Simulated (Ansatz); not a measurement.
Zinc-blende AlSb was calculated with PBE+SOC in Ansatz (PAW).

Numerical settings: plane-wave cutoff 520 eV, 10×10×10 k mesh, Fermi–Dirac smearing 0.01 eV, PAW data made under PBE.

Response to compression and expansion:

```json
[
 {"V (Å³/atom)": "28.344", "P (GPa)": "3.49", "direct gap at Γ (eV)": "1.554"},
 {"V (Å³/atom)": "28.947", "P (GPa)": "2.20", "direct gap at Γ (eV)": "1.389"},
 {"V (Å³/atom)": "29.550", "P (GPa)": "1.04", "direct gap at Γ (eV)": "1.229"},
 {"V (Å³/atom)": "30.153", "P (GPa)": "0.00", "direct gap at Γ (eV)": "1.076"},
 {"V (Å³/atom)": "30.756", "P (GPa)": "-0.93", "direct gap at Γ (eV)": "0.928"},
 {"V (Å³/atom)": "31.359", "P (GPa)": "-1.76", "direct gap at Γ (eV)": "0.786"},
 {"V (Å³/atom)": "31.963", "P (GPa)": "-2.51", "direct gap at Γ (eV)": "0.649"}
]
```

A straight line through the gaps at Γ against ln V gives a volume deformation potential dE_g(Γ)/d ln V of -7.5 eV: the gap at Γ widens under compression.

Measured, for comparison: band gap 1.73 eV (zero-point renormalisation of 35 meV (experimental, the table's column) added back here, indirect; inputs from Miglio et al. (2020), arXiv:2011.12765).

Ansatz is an electronic-structure program.
